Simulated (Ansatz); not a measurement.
A calculation with Ansatz 0.2.0 of Nb (ASE script, structure from a P1 CIF):

Contents of run.py:

```python
import json

import ase.io
import numpy as np

import ansatz as az

atoms = ase.io.read("Nb.cif")
atoms.info.pop("occupancy", None)

calculation = (
    az.Crystal.from_ase(atoms)
    .calculation()
    .kpoints(11, 11, 11)
    .functional("rpbe")
    .pseudopotentials(kind="paw")
    .scf(extra_bands=6)
    .occupations(method="methfessel_paxton", width=0.01)
    .density_of_states(energy_step=0.05, projected=False, nscf_kmesh=(17, 17, 17))
    .forces()
    .stress()
    .band_table(publish=True)
)
outcome = calculation.run(threads=2, events_out="events.jsonl")

report = outcome.report
for line in open("events.jsonl"):
    event = json.loads(line)
    if event["event"] == "scf_iter":
        d = event["data"]
        print(f"SCF {d['iter']:3d}  HF = {d['harris_foulkes_ev']:.6f} eV  dr2 = {d['dr2_ev']:.2e} eV")
    elif event["event"] in ("relax_step", "md_step"):
        d = event["data"]
        print(f"{event['event']} {d['step']:3d}  E = {d['lagrangian_ev']:.6f} eV")
np.set_printoptions(precision=5, suppress=True, linewidth=110)
print("converged:", report["converged"], "after", report["n_iterations"], "iterations")
print(f"free energy {report['free_energy_ev']:.6f} eV, Fermi level {report['fermi_energy_ev']:.4f} eV")
for key in ("band_edges_ev", "magnetization_mub", "site_moments_mub", "site_moments_nc_mub", "forces_ev_ang",
                "stress_gpa"):
    if report.get(key) is not None:
        print(key, np.array(report[key]), sep="\n")
```

The input Nb.cif:

```cif
data_Nb
_cell_length_a 2.99106168
_cell_length_b 2.99106168
_cell_length_c 2.99106168
_cell_angle_alpha 60.00000000
_cell_angle_beta 60.00000000
_cell_angle_gamma 60.00000000
_space_group_name_H-M_alt 'P1'
_space_group_name_Hall 'P 1'
_space_group_IT_number 1
loop_
_space_group_symop_operation_xyz
'x,y,z'
loop_
_atom_site_label
_atom_site_type_symbol
_atom_site_symmetry_multiplicity
_atom_site_Wyckoff_symbol
_atom_site_fract_x
_atom_site_fract_y
_atom_site_fract_z
_atom_site_occupancy
Nb1 Nb 1 a 0.0000000000 0.0000000000 0.0000000000 1
```

Potentials or basis: Ansatz PAW.

Run with:

```bash
$ python run.py
```

This isn't the form of Nb at room conditions, which is bcc.

Write the same calculation in another form: native input, structure typed inline.

As run:

The input input.yaml:

```yaml
crystal:
  lattice:
    - [2.99106168, 0.0, 0.0]
    - [1.49553084, 2.5903353992, 0.0]
    - [1.49553084, 0.8634451331, 2.4421916351]
  atoms:
    - { symbol: Nb, position: [0.0, 0.0, 0.0] }
hamiltonian:
  xc: rpbe
  pseudopotentials: { kind: paw }
kpoints:
  mp_grid: { grid: [11, 11, 11] }
scf:
  occupations: { method: methfessel_paxton, width: 0.01 }
  n_extra_bands: 6
output:
  forces: true
  stress: true
  eigenvalues: true
  dos: { projected: false, de: 0.05, nscf_kmesh: { grid: [17, 17, 17] } }
```

Potentials or basis: Ansatz PAW.

Launch:

```console
$ ansatz run input.yaml --threads 2 --pin off --max-ram 5120MiB --backend cpu --events-out ev --progress --plain --runs-dir out
```

Both were run:

|  | ASE script, structure from a P1 CIF | native input, structure typed inline |
| --- | --- | --- |
| Pressure | 0.8 GPa | 0.8 GPa |
| Band gap on the k mesh | none (metal or under the smearing width) | none (metal or under the smearing width) |
| Density of states at the Fermi level | 1.44 states/eV per cell | 1.44 states/eV per cell |

Keys that steer only the numerical path or the files written may differ.

Caveat: the PAW data sets come from PBE, with cores solved anew for the run's functional, which leaves a small shift of forces and pressure.
